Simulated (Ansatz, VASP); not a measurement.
Two plane-wave programs on TiC

```xyz
2
Lattice="0.0000 2.1639 2.1639 2.1639 0.0000 2.1639 2.1639 2.1639 0.0000" Properties=species:S:1:pos:R:3 pbc="T T T"
Ti    0.0000    0.0000    0.0000
C     2.1639    2.1639    2.1639
```

Alike in both runs: functional r2SCAN; k mesh 16 × 16 × 16; occupations gaussian, width 0.1 eV; no spin polarisation.

Ansatz relaxed the structure, and its values are those at the end. VASP's run is a single point on that final structure, the one shown.

```csv
,VASP,Ansatz
version,VASP 6.6.1,Ansatz 0.2.0
potentials or method,"VASP PAW PBE potentials, release 64 (Ti_sv, C)","scalar-relativistic, plane waves, PAW"
plane-wave cutoff (eV),520,500
valence electrons in the cell,16,16
```

|  | VASP | Ansatz | Ansatz less VASP |
| --- | --- | --- | --- |
| gap on the k mesh at the Fermi level (eV) | none | none | - |
| pressure (GPa) | 1.0 | 0.0 | -0.96 |

A gap of «none» marks a metal or a gap that the smearing closes.

Caveats: the PAW data sets were made with another functional, which shifts forces and pressure a little (VASP).
